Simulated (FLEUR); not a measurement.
# BaTiO3 (Barioperovskite) (Amm2) in FLEUR: settings compared

One crystal, BaTiO3 (Barioperovskite), is run at these levels: PBEsol, r2SCAN; tasks: band structure, equation of state.

All numbers are computed with FLEUR MaX-R8.1 (later development tree); they aren't measurements. Logs are shortened: lines on timing, memory, paths and dates and some standing lists are left out, and cuts for length are marked.

### Step 1. The crystal as given

Symmetry: Amm2, No. 38, orthorhombic system. The conventional cell has a = 3.986 Å, b = 5.674 Å, c = 5.690 Å, α = 90.00°, β = 90.00°, γ = 90.00°. Ba (site symmetry mm2) has 12 O at 2.77 to 2.92 Å as nearest neighbours. Ti (site symmetry mm2) is surrounded by 6 O at 1.93 to 2.09 Å. O (site symmetry m) is surrounded by 2 Ti at 1.93 to 2.09 Å. O (site symmetry mm2) has 2 Ti at 2.00 Å as nearest neighbours.

### Step 2. Band structure, PBEsol

inp.xml reads:

```xml
<?xml version="1.0" encoding="UTF-8" standalone="no"?>
<fleurInput fleurInputVersion="0.39">
   <comment>
      BaTiO3                                                                                              
   </comment>
   <calculationSetup>
      <cutoffs Kmax="5.13" Gmax="15.9" GmaxXC="15.9" numbands="0"/>
      <scfLoop itmax="60" minDistance="0.00001" maxIterBroyd="15" imix="Anderson" alpha="0.05" precondParam="0.0" spinf="2.0" sdNocoIR="T"/>
      <coreElectrons ctail="T" frcor="F" kcrel="0" coretail_lmax="0"/>
      <xcFunctional name="PBEs" relativisticCorrections="F"/>
      <magnetism jspins="1"/>
      <soc l_soc="F" theta="0.0" phi="0.0" spav="F"/>
      <expertModes spex="0" secvar="F"/>
      <geometryOptimization l_f="F" forcealpha="1.0" forcemix="BFGS" epsdisp="0.00001" epsforce="0.00001"/>
      <ldaU l_linMix="F" mixParam="0.05" spinf="1.0"/>
   </calculationSetup>
   <cell>
      <bzIntegration valenceElectrons="50.0" mode="hist" fermiSmearingEnergy="0.00183747">
         <kPointListSelection listName="default-1"/>
         <!-- k-points included here -->
         <xi:include xmlns:xi="http://www.w3.org/2001/XInclude" href="kpts.xml"> </xi:include>
      </bzIntegration>
      <!-- symmetry operations included here -->
      <xi:include xmlns:xi="http://www.w3.org/2001/XInclude" href="sym.xml"> </xi:include>
[... 56 lines left out ...]
      <atomGroup species="Barium (Ba)">
         <relPos label="                   1">.0000000000 .0000000000 .0000000000</relPos>
         <force calculate="T" relaxXYZ="TTT"/>
      </atomGroup>
      <atomGroup species="Titanium (Ti)">
         <relPos label="                   2">1.000/2.000 -.4876000000 -.4876000000</relPos>
         <force calculate="T" relaxXYZ="TTT"/>
      </atomGroup>
      <atomGroup species="Oxygen (O)">
         <relPos label="                   3">1.000/2.000 -.0081600000 -.4947600000</relPos>
         <relPos label="                   4">1.000/2.000 -.4947600000 -.0081600000</relPos>
         <force calculate="T" relaxXYZ="TTT"/>
      </atomGroup>
      <atomGroup species="Oxygen (O)">
         <relPos label="                   5">.0000000000 .4874000000 .4874000000</relPos>
         <force calculate="T" relaxXYZ="TTT"/>
      </atomGroup>
   </atomGroups>
   <output dos="F" band="F" slice="F">
      <checks vchk="F" cdinf="F"/>
      <bandDOS minEnergy="-.5*Htr" maxEnergy="0.5*Htr" sigma="0.015" storeEVData="T"/>
      <vacuumDOS vacdos="F" integ="F" star="F" nstars="0" locx1="0.0" locy1="0.0" locx2="0.0" locy2="0.0" nstm="0" tworkf="0.0"/>
      <unfoldingBand unfoldBand="F" supercellX="1" supercellY="1" supercellZ="1"/>
      <plotting iplot="0" polar="F">
         <plot TwoD="T" vec1="  1.0  0.0  0.0" vec2="  0.0  1.0  0.0" vec3="  0.0  0.0  1.0" zero="  0.0  0.0  0.0" file="plot"/>
      </plotting>
      <chargeDensitySlicing numkpt="0" minEigenval="0.0" maxEigenval="0.0" nnne="0" pallst="F"/>
      <specialOutput eonly="F"/>
      <moessbauerParams electricFieldGradient="T" isomerShift="T" coreHyperfine="T" valenceHyperfine="T"/>
      <magneticCircularDichroism mcd="F" energyLo="-10.0" energyUp="0.0"/>
   </output>
  <!-- We include the file relax.xml here to enable relaxations (see documentation) -->
  <xi:include xmlns:xi="http://www.w3.org/2001/XInclude" href="relax.xml"> <xi:fallback/> </xi:include>
</fleurInput>
```

crystal.txt reads:

```
BaTiO3
&input cartesian=F /
3.9855000000  0.0000000000  0.0000000000
0.0000000000  2.8369000000  2.8451500000
0.0000000000  -2.8369000000  2.8451500000
1.8897261246
1.0 1.0 1.0

5
56 0.0000000000  0.0000000000  0.0000000000
22 0.5000000000  0.5124000000  0.5124000000
8 0.5000000000  0.9918400000  0.5052400000
8 0.5000000000  0.5052400000  0.9918400000
8 0.0000000000  0.4874000000  0.4874000000

&kpt div1=7 div2=7 div3=7 gamma=T /
```

inp.xml (bands) reads:

```
<?xml version="1.0" encoding="UTF-8" standalone="no"?>
<fleurInput fleurInputVersion="0.39">
   <comment>
      BaTiO3                                                                                              
   </comment>
   <calculationSetup>
      <cutoffs Kmax="5.13" Gmax="15.9" GmaxXC="15.9" numbands="0"/>
      <scfLoop itmax="60" minDistance="0.00001" maxIterBroyd="15" imix="Anderson" alpha="0.05" precondParam="0.0" spinf="2.0" sdNocoIR="T"/>
      <coreElectrons ctail="T" frcor="F" kcrel="0" coretail_lmax="0"/>
      <xcFunctional name="PBEs" relativisticCorrections="F"/>
      <magnetism jspins="1"/>
      <soc l_soc="F" theta="0.0" phi="0.0" spav="F"/>
      <expertModes spex="0" secvar="F"/>
      <geometryOptimization l_f="F" forcealpha="1.0" forcemix="BFGS" epsdisp="0.00001" epsforce="0.00001"/>
      <ldaU l_linMix="F" mixParam="0.05" spinf="1.0"/>
   </calculationSetup>
   <cell>
      <bzIntegration valenceElectrons="50.0" mode="hist" fermiSmearingEnergy="0.00183747">
         <kPointListSelection listName="path-1"/>
         <!-- k-points included here -->
         <xi:include xmlns:xi="http://www.w3.org/2001/XInclude" href="kpts.xml"> </xi:include>
      </bzIntegration>
      <!-- symmetry operations included here -->
      <xi:include xmlns:xi="http://www.w3.org/2001/XInclude" href="sym.xml"> </xi:include>
      <bulkLattice scale="1.0">
[... 56 lines left out ...]
         <relPos label="                   1">.0000000000 .0000000000 .0000000000</relPos>
         <force calculate="T" relaxXYZ="TTT"/>
      </atomGroup>
      <atomGroup species="Titanium (Ti)">
         <relPos label="                   2">1.000/2.000 -.4876000000 -.4876000000</relPos>
         <force calculate="T" relaxXYZ="TTT"/>
      </atomGroup>
      <atomGroup species="Oxygen (O)">
         <relPos label="                   3">1.000/2.000 -.0081600000 -.4947600000</relPos>
         <relPos label="                   4">1.000/2.000 -.4947600000 -.0081600000</relPos>
         <force calculate="T" relaxXYZ="TTT"/>
      </atomGroup>
      <atomGroup species="Oxygen (O)">
         <relPos label="                   5">.0000000000 .4874000000 .4874000000</relPos>
         <force calculate="T" relaxXYZ="TTT"/>
      </atomGroup>
   </atomGroups>
   <output dos="F" band="T" slice="F">
      <checks vchk="F" cdinf="F"/>
      <bandDOS minEnergy="-.5*Htr" maxEnergy="0.5*Htr" sigma="0.015" storeEVData="T"/>
      <vacuumDOS vacdos="F" integ="F" star="F" nstars="0" locx1="0.0" locy1="0.0" locx2="0.0" locy2="0.0" nstm="0" tworkf="0.0"/>
      <unfoldingBand unfoldBand="F" supercellX="1" supercellY="1" supercellZ="1"/>
      <plotting iplot="0" polar="F">
         <plot TwoD="T" vec1="  1.0  0.0  0.0" vec2="  0.0  1.0  0.0" vec3="  0.0  0.0  1.0" zero="  0.0  0.0  0.0" file="plot"/>
      </plotting>
      <chargeDensitySlicing numkpt="0" minEigenval="0.0" maxEigenval="0.0" nnne="0" pallst="F"/>
      <specialOutput eonly="F"/>
      <moessbauerParams electricFieldGradient="T" isomerShift="T" coreHyperfine="T" valenceHyperfine="T"/>
      <magneticCircularDichroism mcd="F" energyLo="-10.0" energyUp="0.0"/>
   </output>
  <!-- We include the file relax.xml here to enable relaxations (see documentation) -->
  <xi:include xmlns:xi="http://www.w3.org/2001/XInclude" href="relax.xml"> <xi:fallback/> </xi:include>
</fleurInput>
```

Potentials or basis: all-electron, FLAPW.

Launch:

```bash
> inpgen -f crystal.txt -profile fastHighL
> # inp.xml edited to the form shown
> mpirun -n 4 fleur_MPI -pe_per_kpt 1
> mpirun -n 4 fleur_MPI -pe_per_kpt 1   # second run, on inp.xml (bands)
```

Log:

```text
Welcome to FLEUR        (www.flapw.de)
      MaX-Release 8.1          (www.max-centre.eu)

 ========== k-point set info ==========
 Selected k-point list: default-1
 k-point list type: mesh
 7 x 7 x 7
 Number of k points: 64

 ------------Calculation Setup---------------------------
 Number of MPI-tasks      :            4
 Number of PE/node        :            4
 Number of OMP-threads    :            1
 Using exactly            1  PE per kpt
 Using exactly            1  PE per kpt
 Using exactly            1  PE per kpt
 k-points in parallel     :            4
 pe's per k-point         :            1
 No of k-point loops      :           16
 Using exactly            1  PE per kpt
 Eigenvalue solver        :       lapack
 Number of basis functions:         1215
 Approximate size of matrices (H+S) per k-point:         0.044 GB
 --------------------------------------------------------
 Iteration:     1   Distance:      27.43324890 me/bohr^3
 Iteration:     2   Distance:      22.72005497 me/bohr^3
 Iteration:     3   Distance:       8.10681933 me/bohr^3
 Iteration:     4   Distance:       7.65273964 me/bohr^3
 Iteration:     5   Distance:       4.74220603 me/bohr^3
 Iteration:     6   Distance:       2.29917448 me/bohr^3
 Iteration:     7   Distance:       0.77840558 me/bohr^3
 Iteration:     8   Distance:       0.48549180 me/bohr^3
 Iteration:     9   Distance:       0.33029341 me/bohr^3
 Iteration:    10   Distance:       0.06238807 me/bohr^3
 Iteration:    11   Distance:       0.08259044 me/bohr^3
 Iteration:    12   Distance:       0.01310940 me/bohr^3
 Iteration:    13   Distance:       0.00943459 me/bohr^3
 Iteration:    14   Distance:       0.01261612 me/bohr^3
 Iteration:    15   Distance:       0.00402286 me/bohr^3
 Iteration:    16   Distance:       0.00300059 me/bohr^3
 Iteration:    17   Distance:       0.00081292 me/bohr^3
 Iteration:    18   Distance:       0.00023904 me/bohr^3
 Iteration:    19   Distance:       0.00007005 me/bohr^3
 Iteration:    20   Distance:       0.00006764 me/bohr^3
 Iteration:    21   Distance:       0.00002024 me/bohr^3
 Iteration:    22   Distance:       0.00000891 me/bohr^3

 ********************************************************************
 Run finished successfully
 Stop message:
   all done
 ********************************************************************
```

It took 3.5 min on 4 MPI ranks of AMD EPYC 9R45 (Zen 5), shared host.

Results:

```
Free energy                                           : -250738.1137 eV
Band gap on the k mesh                                : 1.93 eV, indirect (least direct gap 2.03 eV)
Band gap along the path                               : 1.86 eV, indirect (least direct gap 2.03 eV)
Valence electrons inside the program's atomic spheres : Ba 17.42; Ti 9.17; O 4.69 (radii Ba 2.63, Ti 1.91, O 1.46 bohr)
```

Levels at the corners of the path, in eV from the valence-band top:
```tsv
point	band 21	band 22	band 23	band 24	band 25	band 26	band 27	band 28	band 29	band 30
Γ	-1.18	-1.13	-0.32	-0.22	-0.17	1.86	1.92	2.08	4.10	4.15
X	-2.67	-1.66	-0.88	-0.84	-0.10	3.59	3.65	4.00	4.96	7.76
S	-1.92	-1.85	-1.68	-0.79	-0.71	2.09	3.58	3.60	4.13	6.05
R	-2.67	-1.71	-0.87	-0.85	-0.05	3.61	3.62	4.01	4.83	7.72
A	-2.35	-2.34	-0.05	-0.01	0.00	4.21	4.26	4.27	6.63	6.68
Z	-1.98	-1.82	-1.73	-0.80	-0.75	2.04	3.55	3.63	4.08	5.93
Γ	-1.18	-1.13	-0.32	-0.22	-0.17	1.86	1.92	2.08	4.10	4.15
Y	-2.67	-1.66	-0.88	-0.84	-0.10	3.59	3.65	4.00	4.96	7.76
X1	-2.67	-1.66	-0.88	-0.84	-0.10	3.59	3.65	4.00	4.96	7.76
A1	-2.35	-2.34	-0.05	-0.01	0.00	4.21	4.26	4.27	6.63	6.68
T	-2.35	-2.34	-0.05	-0.01	0.00	4.21	4.26	4.27	6.63	6.68
Y	-2.67	-1.66	-0.88	-0.84	-0.10	3.59	3.65	4.00	4.96	7.76
Z	-1.98	-1.82	-1.73	-0.80	-0.75	2.04	3.55	3.63	4.08	5.93
T	-2.35	-2.34	-0.05	-0.01	0.00	4.21	4.26	4.27	6.63	6.68
```

Core levels (eV from the Fermi level):
```csv
atom,levels
1 Ba,"1s1/2 -37203.2, 2s1/2 -5870.5, 2p1/2 -5529.9, 2p3/2 -5148.4, 3s1/2 -1231.5, 3p1/2 -1088.5, 3p3/2 -1014.8, 4s1/2 -233.7, 3d3/2 -763.7, 3d5/2 -748.0, 4p1/2 -181.8, 4p3/2 -166.4"
2 Ti,"1s1/2 -4855.9, 2s1/2 -530.5, 2p1/2 -442.0, 2p3/2 -436.2"
3 O,1s1/2 -502.1
4 O,1s1/2 -502.1
5 O,1s1/2 -502.1
```

Caveat: spin-orbit coupling is left out, which moves the levels of the heavy elements. A hybrid or GW would open this gap; PBEsol tends to underestimate it.

### Step 3. Band structure, r2SCAN

Changes to inp.xml since step 2:

```diff
@@ -7,5 +7,8 @@
       <cutoffs Kmax="5.13" Gmax="15.9" GmaxXC="15.9" numbands="0"/>
-      <scfLoop itmax="60" minDistance="0.00001" maxIterBroyd="15" imix="Anderson" alpha="0.05" precondParam="0.0" spinf="2.0" sdNocoIR="T"/>
-      <coreElectrons ctail="T" frcor="F" kcrel="0" coretail_lmax="0"/>
-      <xcFunctional name="PBEs" relativisticCorrections="F"/>
+      <scfLoop itmax="80" minDistance="0.0001" maxIterBroyd="30" imix="Anderson" alpha="0.05" precondParam="0.0" spinf="2.0" sdNocoIR="T"/>
+      <coreElectrons ctail="F" frcor="F" kcrel="0" coretail_lmax="0"/>
+      <xcFunctional name="LibXC" relativisticCorrections="F">
+         <LibXCName exchange="mgga_x_r2scan" correlation="mgga_c_r2scan"/>
+         <AuxGGA exchange="117" correlation="130"/>
+      </xcFunctional>
       <magnetism jspins="1"/>
```

crystal.txt is that of step 2.

Changes to inp.xml (bands) since step 2:

```diff
@@ -7,5 +7,8 @@
       <cutoffs Kmax="5.13" Gmax="15.9" GmaxXC="15.9" numbands="0"/>
-      <scfLoop itmax="60" minDistance="0.00001" maxIterBroyd="15" imix="Anderson" alpha="0.05" precondParam="0.0" spinf="2.0" sdNocoIR="T"/>
-      <coreElectrons ctail="T" frcor="F" kcrel="0" coretail_lmax="0"/>
-      <xcFunctional name="PBEs" relativisticCorrections="F"/>
+      <scfLoop itmax="80" minDistance="0.0001" maxIterBroyd="30" imix="Anderson" alpha="0.05" precondParam="0.0" spinf="2.0" sdNocoIR="T"/>
+      <coreElectrons ctail="F" frcor="F" kcrel="0" coretail_lmax="0"/>
+      <xcFunctional name="LibXC" relativisticCorrections="F">
+         <LibXCName exchange="mgga_x_r2scan" correlation="mgga_c_r2scan"/>
+         <AuxGGA exchange="117" correlation="130"/>
+      </xcFunctional>
       <magnetism jspins="1"/>
```

Potentials or basis: all-electron, FLAPW.

Launch:

```bash
> inpgen -f crystal.txt -profile fastHighL
> # inp.xml edited to the form shown
> fleur_MPI
> fleur_MPI   # second run, on inp.xml (bands)
```

Run time: 29 min. Hardware: 1 thread of Arm Neoverse V2, shared host; peak memory 0.28 GiB.

It converged, with:

- Free energy: -250875.4689 eV
- Band gap on the k mesh: 2.32 eV, indirect (least direct gap 2.44 eV)
- Band gap along the path: 2.24 eV, indirect (least direct gap 2.44 eV)
- Valence electrons inside the program's atomic spheres: Ba 17.42; Ti 9.12; O 4.74 (radii Ba 2.63, Ti 1.91, O 1.46 bohr)

Levels at the corners of the path, in eV from the valence-band top:
```tsv
point	band 21	band 22	band 23	band 24	band 25	band 26	band 27	band 28	band 29	band 30
Γ	-1.19	-1.15	-0.32	-0.23	-0.19	2.24	2.30	2.45	4.35	4.39
X	-2.62	-1.69	-0.89	-0.86	-0.11	3.90	3.96	4.34	5.27	8.13
S	-1.87	-1.82	-1.65	-0.81	-0.75	2.45	3.89	3.92	4.38	6.40
R	-2.62	-1.76	-0.87	-0.87	-0.05	3.92	3.93	4.34	5.14	8.09
A	-2.36	-2.36	-0.06	-0.01	0.00	4.53	4.57	4.58	7.34	7.42
Z	-1.94	-1.79	-1.70	-0.83	-0.78	2.41	3.86	3.94	4.33	6.29
Γ	-1.19	-1.15	-0.32	-0.23	-0.19	2.24	2.30	2.45	4.35	4.39
Y	-2.62	-1.69	-0.89	-0.86	-0.11	3.90	3.96	4.34	5.27	8.13
X1	-2.62	-1.69	-0.89	-0.86	-0.11	3.90	3.96	4.34	5.27	8.13
A1	-2.36	-2.36	-0.06	-0.01	0.00	4.53	4.57	4.58	7.34	7.42
T	-2.36	-2.36	-0.06	-0.01	0.00	4.53	4.57	4.58	7.34	7.41
Y	-2.62	-1.69	-0.89	-0.86	-0.11	3.90	3.96	4.34	5.27	8.13
Z	-1.94	-1.79	-1.70	-0.83	-0.78	2.41	3.86	3.94	4.33	6.29
T	-2.36	-2.36	-0.06	-0.01	0.00	4.53	4.57	4.58	7.34	7.41
```

Core levels (eV from the Fermi level):
```csv
atom,levels
1 Ba,"1s1/2 -37222.7, 2s1/2 -5873.4, 2p1/2 -5531.2, 2p3/2 -5149.5, 3s1/2 -1232.4, 3p1/2 -1089.0, 3p3/2 -1015.2, 4s1/2 -234.2, 3d3/2 -763.9, 3d5/2 -748.2, 4p1/2 -182.1, 4p3/2 -166.7"
2 Ti,"1s1/2 -4863.2, 2s1/2 -531.9, 2p1/2 -442.8, 2p3/2 -437.0"
3 O,1s1/2 -503.7
4 O,1s1/2 -503.7
5 O,1s1/2 -503.6
```

Caveat: the meta-GGA is that of a development version, with a GGA for the radial functions and cores and without core tails; spin-orbit coupling is left out, which moves the levels of the heavy elements. r2SCAN opens gaps a little over a GGA but as a rule still falls short of measured ones.

### Step 4. Equation of state, r2SCAN, 12.10 Å³/atom (volume scaled by 0.94)

Changes to inp.xml since step 3:

```diff
@@ -6,3 +6,3 @@
    <calculationSetup>
-      <cutoffs Kmax="5.13" Gmax="15.9" GmaxXC="15.9" numbands="0"/>
+      <cutoffs Kmax="5.3" Gmax="16.4" GmaxXC="16.4" numbands="0"/>
       <scfLoop itmax="80" minDistance="0.0001" maxIterBroyd="30" imix="Anderson" alpha="0.05" precondParam="0.0" spinf="2.0" sdNocoIR="T"/>
@@ -27,3 +27,3 @@
       <xi:include xmlns:xi="http://www.w3.org/2001/XInclude" href="sym.xml"> </xi:include>
-      <bulkLattice scale="1.0">
+      <bulkLattice scale="0.9795861087">
          <bravaisMatrix>
@@ -37,3 +37,3 @@
       <species name="Barium (Ba)" element="Ba" atomicNumber="56">
-         <mtSphere radius="2.63" gridPoints="879" logIncrement="0.015"/>
+         <mtSphere radius="2.55" gridPoints="879" logIncrement="0.015"/>
          <atomicCutoffs lmax="10" lnonsphr="10"/>
@@ -52,3 +52,3 @@
       <species name="Titanium (Ti)" element="Ti" atomicNumber="22">
-         <mtSphere radius="1.91" gridPoints="631" logIncrement="0.019"/>
+         <mtSphere radius="1.85" gridPoints="631" logIncrement="0.019"/>
          <atomicCutoffs lmax="8" lnonsphr="8"/>
@@ -68,3 +68,3 @@
       <species name="Oxygen (O)" element="O" atomicNumber="8">
-         <mtSphere radius="1.46" gridPoints="483" logIncrement="0.022"/>
+         <mtSphere radius="1.42" gridPoints="483" logIncrement="0.022"/>
          <atomicCutoffs lmax="8" lnonsphr="8"/>
```

Launch:

```bash
> inpgen -f crystal.txt -profile fastHighL
> # inp.xml edited to the form shown
> fleur_MPI
```

It took 30 min on 1 thread of Arm Neoverse V2, shared host; peak memory 0.28 GiB.

The run converged. Its results:

```yaml
Free_energy: -250875.3575 eV
Band_gap_on_the_k_mesh: 2.49 eV, indirect (least direct gap 2.52 eV)
Valence_electrons_inside_the_program's_atomic_spheres: Ba 17.27; Ti 9.02; O 4.63 (radii Ba 2.55, Ti 1.85, O 1.42 bohr)
```

Caveat: the meta-GGA is that of a development version, with a GGA for the radial functions and cores and without core tails; spin-orbit coupling is left out, which moves the levels of the heavy elements; an odd mesh through Γ misses points on the zone boundary, where band edges often lie.

### Step 5. Equation of state, r2SCAN, 12.35 Å³/atom (volume scaled by 0.96)

Changes to inp.xml since step 4:

```diff
@@ -27,3 +27,3 @@
       <xi:include xmlns:xi="http://www.w3.org/2001/XInclude" href="sym.xml"> </xi:include>
-      <bulkLattice scale="0.9795861087">
+      <bulkLattice scale="0.9864848297">
          <bravaisMatrix>
```

Launch:

```bash
> inpgen -f crystal.txt -profile fastHighL
> # inp.xml edited to the form shown
> fleur_MPI
```

Run time: 32 min. Hardware: 1 thread of Arm Neoverse V2, shared host; peak memory 0.28 GiB.

Results (log left out):

```yaml
Free_energy: -250875.4310 eV
Band_gap_on_the_k_mesh: 2.43 eV, indirect (least direct gap 2.50 eV)
Valence_electrons_inside_the_program's_atomic_spheres: Ba 17.25; Ti 9.00; O 4.62 (radii Ba 2.55, Ti 1.85, O 1.42 bohr)
```

Caveat: the meta-GGA is that of a development version, with a GGA for the radial functions and cores and without core tails; spin-orbit coupling is left out, which moves the levels of the heavy elements; an odd mesh through Γ misses points on the zone boundary, where band edges often lie.
